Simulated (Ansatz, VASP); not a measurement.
## One calculation of TePt, two programs

The input INCAR:

```
  PREC = Accurate
  ENCUT = 520
  EDIFF = 1E-6
  ISMEAR = 0
  SIGMA = 0.05
  LREAL = False
  LASPH = True
  NELM = 150
  ALGO = Normal
  ISIF = 2
  LWAVE = False
  LCHARG = False
  ISPIN = 2
  MAGMOM = 0 0 0 0
  LORBIT = 11
  LMAXMIX = 4
  LDAU = True
  LDAUTYPE = 1
  LDAUL = -1 2
  LDAUU = 0 3
  LDAUJ = 0 0.7
  LDAUPRINT = 1
  GGA = PS
  NBANDS = 28
```

Contents of KPOINTS:

```
regular mesh
0
Gamma
  6 6 6
```

Contents of POSCAR:

```
TePt
1.0
    1.9815662800      1.1440578300      6.6610310500
   -1.9815662800      1.1440578300      6.6610310500
    0.0000000000     -2.2881156500      6.6610310500
Te Pt
2 2
Direct
    0.5980000000      0.5980000000      0.5980000000
    0.4020000000      0.4020000000      0.4020000000
    0.8703333333      0.8703333333      0.8703333333
    0.1296666667      0.1296666667      0.1296666667
```

Input for Ansatz:

```yaml
crystal:
  lattice:
    - [1.98156628, 1.14405783, 6.66103105]
    - [-1.98156628, 1.14405783, 6.66103105]
    - [0.0, -2.28811565, 6.66103105]
  atoms:
    - { symbol: Te, position: [0.598, 0.598, 0.598] }
    - { symbol: Te, position: [0.402, 0.402, 0.402] }
    - { symbol: Pt, position: [0.8703333333, 0.8703333333, 0.8703333333], spin: 3.0 }
    - { symbol: Pt, position: [0.1296666667, 0.1296666667, 0.1296666667], spin: -3.0 }
basis:
  ecutwfc: 420
  ecutrho_ratio: 4
kpoints:
  mp_grid: { grid: [6, 6, 6] }
hamiltonian:
  xc: pbesol
  hubbard:
    sites:
      - { site: 2, l: d, u: 3.0, j: 0.7, starting_ns: [{ spin: up, occupation_matrix: s2up }, { spin: down, occupation_matrix: s2down }] }
      - { site: 3, l: d, u: 3.0, j: 0.7, starting_ns: [{ spin: up, occupation_matrix: s3up }, { spin: down, occupation_matrix: s3down }] }
    occupation_matrices:
      s2up:
        matrix:
          - [0.97, 0.0, 0.0, 0.0, 0.0]
          - [0.0, 0.97, 0.0, 0.0, 0.0]
          - [0.0, 0.0, 0.97, 0.0, 0.0]
          - [0.0, 0.0, 0.0, 0.97, 0.0]
          - [0.0, 0.0, 0.0, 0.0, 0.97]
      s2down:
        matrix:
          - [0.36409, -0.08149, 0.19116, 0.09224, -0.39598]
          - [-0.08149, 0.09737, -0.18248, 0.15597, 0.05701]
          - [0.19116, -0.18248, 0.45038, -0.36889, -0.13311]
          - [0.09224, 0.15597, -0.36889, 0.58919, -0.21873]
          - [-0.39598, 0.05701, -0.13311, -0.21873, 0.49896]
      s3up:
        matrix:
          - [0.25807, -0.35536, 0.20317, -0.00589, 0.04351]
          - [-0.35536, 0.63041, -0.12365, -0.02503, -0.25512]
          - [0.20317, -0.12365, 0.59683, -0.081, -0.39003]
          - [-0.00589, -0.02503, -0.081, 0.03445, 0.07936]
          - [0.04351, -0.25512, -0.39003, 0.07936, 0.48023]
      s3down:
        matrix:
          - [0.97, 0.0, 0.0, 0.0, 0.0]
          - [0.0, 0.97, 0.0, 0.0, 0.0]
          - [0.0, 0.0, 0.97, 0.0, 0.0]
          - [0.0, 0.0, 0.0, 0.97, 0.0]
          - [0.0, 0.0, 0.0, 0.0, 0.97]
    ns_hold: { iters: 12 }
scf:
  occupations: { method: gaussian, width: 0.05 }
  lower_state_search: "off"
  max_iter: 150
output:
  forces: true
  stress: true
  eigenvalues: true
  populations: true
  hubbard: { sites: [{ site: 2, l: d }, { site: 3, l: d }] }
magnetization:
  spin_polarized: true
```

Alike in both runs: task single point; functional PBEsol; k mesh 6 × 6 × 6; occupations gaussian, width 0.05 eV; collinear spin; Hubbard terms Pt d U = 3.0 eV, J = 0.7 eV.

|  | VASP | Ansatz |
| --- | --- | --- |
| version | VASP 6.6.1 | Ansatz 0.2.0 |
| potentials or method | VASP PAW PBE potentials, release 64 (Te, Pt) | scalar-relativistic, plane waves, PAW |
| plane-wave cutoff (eV) | 520 | 420 |
| valence electrons in the cell | 32 | 68 |

|  | VASP | Ansatz | Ansatz less VASP |
| --- | --- | --- | --- |
| gap on the k mesh at the Fermi level (eV) | none | none | - |
| pressure (GPa) | -2.4 | -0.3 | +2.07 |
| largest component of the traceless stress (GPa) | 0.09 | 0.62 | +0.522 |
| rms of the force components (eV/Å) | 0.146 | 0.099 | -0.0464 |
| net moment per atom (μB) | 0.00 | 0.00 | 0.000 |

The programs project onto different local orbitals, so the same U acts differently. Atom by atom the forces differ by 0.093 eV/Å (rms over components). A gap of «none» marks a metal or a gap that the smearing closes. The two sets of potentials don't hold the same shells in valence. Ansatz warned: «filled_band_counts_differ_across_k_points».

Caveats: the PAW data sets were made with another functional, which shifts forces and pressure a little (VASP); the U is typed as a test and isn't derived for this compound. The state reached can hang on the start; a lower one may exist. The runs have no spin-orbit coupling, so splittings on Pt, Te are missing.
